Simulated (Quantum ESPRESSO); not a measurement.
## Sb under changes of volume

One of the cells (30.206 Å³/atom); the others are scaled copies at fixed shape and fractional positions:

```
Sb
1.0
     2.15420    1.24373    3.75800
    -2.15420    1.24373    3.75800
     0.00000   -2.48746    3.75800
Sb
2
Direct
  0.76651 0.76651 0.76651
  0.23349 0.23349 0.23349
```

| Property | Result |
| --- | --- |
| Program | Quantum ESPRESSO 7.5 |
| Functional | r2SCAN |
| Potentials or basis | SG15 PBE 1.2 |
| Cutoff | 952 eV |
| Density cutoff | 3810 eV |
| k mesh | 4 × 4 × 4 |
| Occupations | fermi-dirac, width 0.05 eV |
| Spin | no spin polarisation |

| volume (Å³/atom) | energy over the lowest point (meV/atom) | pressure (GPa) | gap on the mesh (eV) |
| --- | --- | --- | --- |
| 28.393 | 25.31 | 4.5 | 0.27 |
| 28.998 | 11.44 | 2.9 | 0.28 |
| 29.602 | ? | ? | ? |
| 30.206 | 0.00 | 0.2 | 0.25 |
| 30.810 | 1.29 | -0.9 | 0.24 |
| 31.414 | 6.59 | -1.9 | 0.24 |
| 32.018 | 15.46 | -2.8 | 0.23 |

Question: What does the run at 29.602 Å³/atom give?

Answer: Energy over the lowest point 3.21 meV/atom; pressure 1.5 GPa; gap on the mesh 0.26 eV.

Worked out: A Birch-Murnaghan fit of order 3 (a polynomial in V^(-2/3)) to the other rows has its minimum at 30.33 Å³/atom with B0 = V·E''(V) = 58 GPa and B' = 4.6 at fixed shape and positions, which overstates the stiffness. It gives 3.21 meV/atom at 29.602 Å³/atom, against the run's 3.21, and -dE/dV = 1.5 GPa, against 1.5. A parabola through the other rows of the gap, of slope -0.38 eV per unit of ln V there, gives 0.26 eV, against the run's 0.26.

Energies are extrapolated to zero smearing.

Caveats: all runs use coarse meshes; the potentials were made for another functional, which shifts forces and pressure; spin-orbit coupling is left out, which moves the levels of the heavy elements.

A mesh can miss the band edges.
